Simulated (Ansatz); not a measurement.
**Li: computed properties**

Computed with Ansatz 0.2.0, DFT PBE, scalar-relativistic, plane waves, PAW.

Cutoff 420 eV; k points 16×16×16 on the computed 1-atom cell (Γ-centred); Gaussian smearing, width 0.10 eV; no spin polarisation.

The structure is relaxed at this level of theory with its symmetry kept. This fcc form isn't the element's structure at ambient conditions.

The structure is cubic, space group Fm-3m (No. 225). Conventional cell: a = 4.320 Å, b = 4.320 Å, c = 4.320 Å, α = 90.00°, β = 90.00°, γ = 90.00°. Li (site symmetry m-3m) has 12 Li at 3.05 Å as nearest neighbours.

```json
{
 "Volume per atom": "136.0 bohr³",
 "Formation energy from the elements' standard states (uncorrected)": "-0.004 eV/atom",
 "Kohn–Sham band gap": "none (metal)",
 "Density of states at the Fermi level": "0.53 states/eV per cell",
 "Bulk modulus": "13.8 GPa",
 "Its pressure derivative": "3.3"
}
```